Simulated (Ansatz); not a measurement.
The system is Bi.

```
Bi
1.0
    -1.98143    1.98143    1.98143
     1.98143   -1.98143    1.98143
     1.98143    1.98143   -1.98143
Bi
1
Direct
  0.00000 0.00000 0.00000
```

This isn't the form of Bi at room conditions, which is rhombohedral.

Below is the output of Ansatz 0.2.0 for this cell. Logs are shortened: lines on timing, memory, paths and dates and some standing lists are left out, and cuts for length are marked.

```text
Warning: RAYON_NUM_THREADS=2 ignored (pool sized by the plan → 2); use --threads N
scf.n_extra_bands = 6 over 8 filled bands (N_el = 15.0): the run solves 14 bands
Engine: ansatz 0.2.0, x86_64-unknown-linux-gnu
Pseudopotentials: kind: paw
Pseudopotential: Bi, paw, valence charge 15, recommended cutoff 420 eV (normal), Bi.paw.azcp
Functional definition: PBE
  parameter kappa = 0.804
  parameter beta = 0.06672455060314922
  exchange = pbe_x(kappa = kappa, mu = beta*pi^2/3)
  correlation = pbe_c(beta = beta)
Crystal: 1 atoms, lattice volume = 31.117 Å³
Basis set: ecut = 420 eV, 603 PW (Γ), exchange–correlation on 48×48×48 points (8 copies of the dense FFT grid, shifted against one another)
Bands: 14, of which v1, the nominal top of the filled ones, is band 8 counted from 1 (7 counted from 0)
Symmetry: 48 space group operations
Space group: Im-3m (ITA 229), of the structure as read, at distance tolerance 3.1e-5 Å
k-points: 35 of 729
Non-local potential: Bi, projectors of the file, l = 0: 2, l = 1: 2, l = 2: 2, l = 3: 2
PAW form: soft (Blöchl's): semilocal exchange-correlation on the pseudo side does not see the compensation charge
PAW one-centre angular grid: Bi, 590 points (default); XC on 64 Gauss nodes
Initial density: superposition of atomic densities (neutral atoms: chi_scale 0, normalization atom), corrected by the library's trained network
Initial wavefunctions: pseudopotential atomic-orbital guess
Functional: x = pbe(κ = 0.804, μ = 0.2195149727645171), c = pbe(β = 0.06672455060314922)
SCF iter   1: F=—  HF=-12396.433710 eV  |F-HF|=—  |Δ(HF+E_count)|=         —  Δρ=8.58e-4  dr2=2.14e-4  ethr=1.77e-3  ⟨swp⟩=5.9  Hψ=2807  notcnv=0  defer=21
preconditioner: auto → Kerker (q_TF=auto, 2.416 Å⁻¹)  [metal: Δε(μ)=0.211 eV  Ē_g=26.378 eV  σ=0.050 eV  W_gap=0.49  n_scr=12 (ndim 8)  ℏωp=25.8 eV  f_vac=0.000  D(μ)=0.54/eV (n_scr^D=0)]
SCF iter   2: F=—  HF=-12396.433171 eV  |F-HF|=—  |Δ(HF+E_count)|=   5.38e-4  Δρ=4.12e-4  dr2=2.48e-5  ethr=1.43e-6  ⟨swp⟩=2.4  Hψ=1063  notcnv=0  defer=34
SCF iter   3: F=—  HF=-12396.433226 eV  |F-HF|=—  |Δ(HF+E_count)|=   5.46e-5  Δρ=2.21e-4  dr2=9.43e-6  ethr=1.65e-7  ⟨swp⟩=1.8  Hψ=521  notcnv=0  defer=34
SCF iter   4: F=—  HF=-12396.433234 eV  |F-HF|=—  |Δ(HF+E_count)|=   8.02e-6  Δρ=4.34e-5  dr2=6.09e-7  ethr=6.29e-8  ⟨swp⟩=2.0  Hψ=516  notcnv=0  defer=34
iter 5 did not close the SCF: its close was put off for the readings that it lacked (scf_convergence_deferred on its scf_iter line)
SCF iter   5: F=-12396.433234 eV  HF=-12396.433234 eV  |F-HF|=4.29e-9  |Δ(HF+E_count)|=   7.34e-8  Δρ=1.08e-5  dr2=2.80e-8  ethr=4.06e-9  ⟨swp⟩=2.7  Hψ=705  notcnv=0  defer=34
SCF iter   6: F=-12396.433234 eV  HF=-12396.433234 eV  |F-HF|=3.38e-10  |Δ(HF+E_count)|=   1.32e-8  Δρ=1.33e-6  dr2=2.86e-10  ethr=1.87e-10  ⟨swp⟩=8.2  Hψ=2526  notcnv=0
SCF 1 converged in 6 iterations: F = -12396.433234 eV  dr2 = 2.86e-10
  greatest PAW one-centre occupation: 0.988 electrons in one spin orbital (limit 2), on the Bi atom at site 0 (counted from 0), in its partial waves of l = 2
NSCF: frozen V_eff on 86 k-points
SCF converged after 6 iterations
Free energy (F): -12396.433234 eV
Harris-Foulkes:  -12396.433234 eV  (|F-HF|=3.38e-10)
Internal energy: -12396.429127 eV  (E = F + TS)
E sigma→0 (E₀):  -12396.431180 eV
Entropy (-TS):   -0.004107 eV (-4.107 meV/atom)
Fermi energy:    11.777754 eV
--- Per-component energies (eV) ---
  E_band       = -82.068825
  E_kinetic    = 302.059807
  E_local      = -1398.874629  (includes V_loc(G=0)·N_el)
  E_nonlocal   = 559.895138
  E_hartree    = 442.602806
  E_xc         = -151.426862
  E_vxc        = -144.417868  (∫ρ·V_xc dr)
  E_paw        = -10663.019109  (= ΣΔE_a)
  E_vpaw       = -285.936745  (= ΣTr[D̂ρ^β])
  E_aug_tail   = -0.000435  (compensation charges beyond the density's cutoff)
  E_ewald      = -1487.665842
  E_smearing   = -0.004107  (= −TS)
  E_closure    = 0.000000  (closes the sum)
  Σ components = -12396.433234   (vs F -12396.433234, Δ=0.00e0)
--- Forces (eV/Å), atoms counted from 1 ---
  atom   1  Bi    -0.00000000     0.00000000    -0.00000000
  max |Σ_I F_I| component: 2.79e-31 eV/Å
--- Stress (GPa, compression-positive) ---
        0.865412      -0.000000       0.000000
        0.000000       0.865412      -0.000000
       -0.000000      -0.000000       0.865412
  P = ⅓ Tr σ = 0.8654 GPa (8.654 kbar)
--- Band table (eV; the first three rows and the last of 35) ---
  k-point 0: bands = ["-11.2890", "-11.2890", "-11.2890", "-11.1604", "-11.1604", "-1.7574", "16.8758", "16.8758", "16.8758", "20.9041", "22.2122", "22.2122", "22.2122", "23.4240"]
  k-point 1: bands = ["-11.2936", "-11.2811", "-11.2647", "-11.1658", "-11.1614", "-1.5326", "14.8667", "16.2332", "16.6738", "20.5547", "21.3040", "21.9602", "22.4542", "24.3513"]
  k-point 2: bands = ["-11.3053", "-11.2653", "-11.2027", "-11.1758", "-11.1637", "-0.8746", "11.7459", "15.0176", "16.1543", "19.1108", "20.3296", "22.1231", "23.6499", "26.3911"]
  k-point 34: bands = ["-11.2954", "-11.2910", "-11.1041", "-11.1041", "-11.1024", "3.2089", "9.7766", "10.0862", "10.0862", "15.3717", "15.9857", "26.7627", "28.5597", "28.5597"]
```

Question: What input gives this log?

Answer: Band structure with PBE, no spin polarisation. The files as run (others can give the same):

input.yaml
```yaml
crystal:
  lattice:
    - [-1.9814305318, 1.9814305318, 1.9814305318]
    - [1.9814305318, -1.9814305318, 1.9814305318]
    - [1.9814305318, 1.9814305318, -1.9814305318]
  atoms:
    - { symbol: Bi, position: [0.0, 0.0, 0.0] }
hamiltonian:
  xc: pbe
  pseudopotentials: { kind: paw }
kpoints:
  mp_grid: { grid: [9, 9, 9] }
  band_path:
    path:
      - [[0.0, 0.0, 0.0], [0.5, -0.5, 0.5], [0.0, 0.0, 0.5], [0.0, 0.0, 0.0], [0.25, 0.25, 0.25], [0.5, -0.5, 0.5]]
      - [[0.25, 0.25, 0.25], [0.0, 0.0, 0.5]]
    npoints: 14
scf:
  occupations: { method: fermi_dirac, width: 0.05 }
  n_extra_bands: 6
output:
  forces: true
  stress: true
  eigenvalues: true
  fatbands: false
```

Potentials or basis: Ansatz PAW.
Launch:
```sh
$ ansatz run input.yaml --threads 2 --pin off --max-ram 5632MiB --backend cpu --events-out ev --progress --plain --runs-dir out
```

Caveat: spin-orbit coupling is left out, which moves the levels of the heavy elements.
